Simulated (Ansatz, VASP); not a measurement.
**MnS: VASP beside Ansatz**

```xyz
2
Lattice="0.0000 2.6045 2.6045 2.6045 0.0000 2.6045 2.6045 2.6045 0.0000" Properties=species:S:1:pos:R:3 pbc="T T T"
Mn    0.0000    0.0000    0.0000
S     2.6045    2.6045    2.6045
```

Alike in both runs: functional PBEsol; k mesh 9 × 9 × 9; occupations fermi-dirac, width 0.05 eV; collinear spin; Hubbard terms Mn d U = 2.0 eV.

```csv
,VASP,Ansatz
version,VASP 6.6.1,Ansatz 0.2.0
potentials or method,"VASP PAW PBE potentials, release 64 (Mn_pv, S)",Ansatz PAW
plane-wave cutoff (eV),520,420
valence electrons in the cell,19,21
task,single point,projected density of states
```

|  | VASP | Ansatz | Ansatz less VASP |
| --- | --- | --- | --- |
| gap on the k mesh at the Fermi level (eV) | none | none | - |
| pressure (GPa) | -1.8 | -1.2 | +0.57 |
| net moment per atom (μB) | 2.48 | 2.49 | +0.010 |
| size of the moment on the site where the two differ most (μB) | 4.48 | 4.42 | -0.064 |

Site moments also hang on the region over which each program counts them. The programs project onto different local orbitals, so the same U acts differently. A gap of «none» marks a metal or a gap that the smearing closes. The two sets of potentials don't hold the same shells in valence.

Caveats: a cell with one magnetic atom can't hold antiferromagnetic order, which such compounds often take; the PAW data sets were made with another functional, which shifts forces and pressure a little (VASP); the magnetic or orbital state may not be the lowest (Ansatz); the PAW data sets come from PBE, with cores solved anew for the run's functional, which leaves a small shift of forces and pressure (Ansatz); the density of states is complete only up to the lowest level of the last band computed (Ansatz). The state reached can hang on the start; a lower one may exist.
